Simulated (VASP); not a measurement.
Here is a VASP 6.6.1 calculation.

The input INCAR:

```
PREC = Accurate
ENCUT = 520
EDIFF = 1E-7
ISMEAR = 0
SIGMA = 0.02
LREAL = F
LASPH = T
NELM = 80
ALGO = Normal
ISIF = 2
LWAVE = F
LCHARG = F
GGA = PE
NBANDS = 16
```

Contents of KPOINTS:

```
regular mesh
0
Gamma
  9 9 5
```

File POSCAR:

```
AlN                                     
1.0
    3.1275563442      0.0000000000     -0.0000000000
   -1.5637781721      2.7085432456      0.0000000000
    0.0000000000      0.0000000000      5.0155322207
  Al              N             
     2     2
Direct
     0.6666666699999979    0.3333333300000021    0.4991922562445262
     0.3333333300000021    0.6666666699999979    0.9991922562445262
     0.6666666699999979    0.3333333300000021    0.8808077437554692
     0.3333333300000021    0.6666666699999979    0.3808077437554693
```

KPOINTS_OPT

```
path GMKGALHA,LM,KH
10
line-mode
reciprocal
 0.0000000000  0.0000000000  0.0000000000  G
 0.5000000000  0.0000000000  0.0000000000  M

 0.5000000000  0.0000000000  0.0000000000  M
 0.3333333333  0.3333333333  0.0000000000  K

 0.3333333333  0.3333333333  0.0000000000  K
 0.0000000000  0.0000000000  0.0000000000  G

 0.0000000000  0.0000000000  0.0000000000  G
 0.0000000000  0.0000000000  0.5000000000  A

 0.0000000000  0.0000000000  0.5000000000  A
 0.5000000000  0.0000000000  0.5000000000  L

 0.5000000000  0.0000000000  0.5000000000  L
 0.3333333333  0.3333333333  0.5000000000  H

 0.3333333333  0.3333333333  0.5000000000  H
 0.0000000000  0.0000000000  0.5000000000  A

 0.5000000000  0.0000000000  0.5000000000  L
 0.5000000000  0.0000000000  0.0000000000  M

 0.3333333333  0.3333333333  0.0000000000  K
 0.3333333333  0.3333333333  0.5000000000  H
```

Potentials or basis: VASP PAW PBE potentials, release 64 (Al, N).

Launch:

```sh
$ cat potpaw_PBE.64/Al/POTCAR potpaw_PBE.64/N/POTCAR > POTCAR
$ mpirun -np 1 vasp_std > vasp.out
```

(1) Predict the band gap along the path.

(2) Predict the band gap on the k mesh.

(3) Predict the pressure.

(4) Predict the largest force.

Answers

(1) 4.06 eV, direct.

(2) 4.06 eV, direct.

(3) 0.2 GPa.

(4) 0.008 eV/Å.

**Experimental background.**

From “Structural and optical properties of self-assembled AlN nanowires grown on SiO2/Si substrates by molecular beam epitaxy”, 2024, arxiv:2402.00216, for a bulk crystal of AlN at 0 K: band gap 6.0343 eV (an exciton energy, a little under the gap).

Against the measured gap of AlN, 6.0343 eV (an exciton energy, a little under the gap; 0 K; quoted in “Structural and optical properties of self-assembled AlN nanowires grown on SiO2/Si substrates by molecular beam epitaxy”, 2024, arxiv:2402.00216), the calculated 4.06 eV is off by -1.97 eV. 2 values of this kind are on record (6.034 to 6.0343 eV); this one was drawn at random. The value is that of PBE, without temperature or zero-point motion. Semilocal functionals fall short of measured gaps as a rule. The cell is a database's relaxed one, not the measured one, which moves gaps too.
